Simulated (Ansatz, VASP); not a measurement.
Ga in VASP and in Ansatz

```xyz
1
Lattice="-1.5648 1.5648 1.5648 1.5648 -1.5648 1.5648 1.5648 1.5648 -1.5648" Properties=species:S:1:pos:R:3 pbc="T T T"
Ga    0.0000    0.0000    0.0000
```

Alike in both runs: functional PBE; k mesh 17 × 17 × 17; occupations fermi-dirac, width 0.08 eV; no spin polarisation.

Ansatz relaxed the structure, and its values are those at the end. VASP's run is a single point on that final structure, the one shown.

```csv
,VASP,Ansatz
version,VASP 6.6.1,Ansatz 0.2.0
potentials or method,"VASP PAW PBE potentials, release 64 (Ga_d), cutoff 520 eV","all-electron LAPW, scalar-relativistic"
```

```tsv
	VASP	Ansatz	Ansatz less VASP
pressure (GPa)	19.1	19.0	-0.13
```

Ansatz ran all-electron here, so the differences hold the error of VASP's frozen core and of both bases.

Caveats: so large a pressure means that the cell lies far from this level's equilibrium, or that cutoff or potentials fall short (VASP).
